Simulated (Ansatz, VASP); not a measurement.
## One calculation of TiAl3, two programs

```
Ti Al
1.0
     2.83968    0.00000    0.00000
     0.00000    4.68126    0.00000
     0.00000    0.00000    4.90074
Ti Al
1 3
Direct
  0.00000 0.50000 0.16592
  0.50000 0.50000 0.66727
  0.50000 0.00000 0.33091
  0.00000 0.00000 0.83590
```

The cell comes from a database or a generator and needn't be the stable form of this composition.

Alike in both runs: task single point; functional PBE; dispersion D3(BJ); k mesh 6 × 4 × 4; occupations gaussian, width 0.1 eV; no spin polarisation.

|  | VASP | Ansatz |
| --- | --- | --- |
| version | VASP 6.6.1 | Ansatz 0.2.0 |
| potentials or method | VASP PAW PBE potentials, release 64 (Ti_sv, Al) | scalar-relativistic, plane waves, PAW |
| plane-wave cutoff (eV) | 520 | 420 |
| valence electrons in the cell | 21 | 21 |

```csv
,VASP,Ansatz,Ansatz less VASP
gap on the k mesh at the Fermi level (eV),none,none,-
pressure (GPa),-4.3,-4.2,+0.04
largest component of the traceless stress (GPa),1.35,1.36,+0.001
rms of the force components (eV/Å),0.026,0.026,+0.0002
```

Atom by atom the forces differ by 0.001 eV/Å (rms over components). A gap of «none» marks a metal or a gap that the smearing closes.

Caveats: the k mesh is coarse (spacing up to 0.37 Å⁻¹), so the values aren't converged; pairwise dispersion overbinds metals, which lowers pressure and volume.
